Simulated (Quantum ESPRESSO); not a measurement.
# Rh under changes of volume

One of the cells (13.671 Å³/atom); the others are scaled copies at fixed shape and fractional positions:

```
Rh
1.0
     0.00000    1.89785    1.89785
     1.89785    0.00000    1.89785
     1.89785    1.89785    0.00000
Rh
1
Direct
  0.00000 0.00000 0.00000
```

```yaml
Program: Quantum ESPRESSO 7.5
Functional: PBE
Potentials_or_basis: SSSP 1.3 efficiency PBE
Cutoff: 816 eV
Density_cutoff: 3265 eV
k_mesh: 12 × 12 × 12
Occupations: fermi-dirac, width 0.05 eV
Spin: no spin polarisation
```

```tsv
volume (Å³/atom)	energy over the lowest point (meV/atom)	pressure (GPa)
12.851	97.12	28.1
13.125	?	?
13.398	25.72	13.1
13.671	7.80	6.8
13.945	0.00	1.3
14.218	1.16	-3.6
14.492	10.25	-8.0
```

What does the run at 13.125 Å³/atom give?

Energy over the lowest point 55.04 meV/atom; pressure 20.1 GPa.

Worked out: A Birch-Murnaghan fit of order 3 (a polynomial in V^(-2/3)) to the other rows has its minimum at 14.04 Å³/atom with B0 = V·E''(V) = 258 GPa and B' = 5.2. It gives 54.93 meV/atom at 13.125 Å³/atom, against the run's 55.04, and -dE/dV = 20.8 GPa, against 20.1.

Energies are extrapolated to zero smearing.
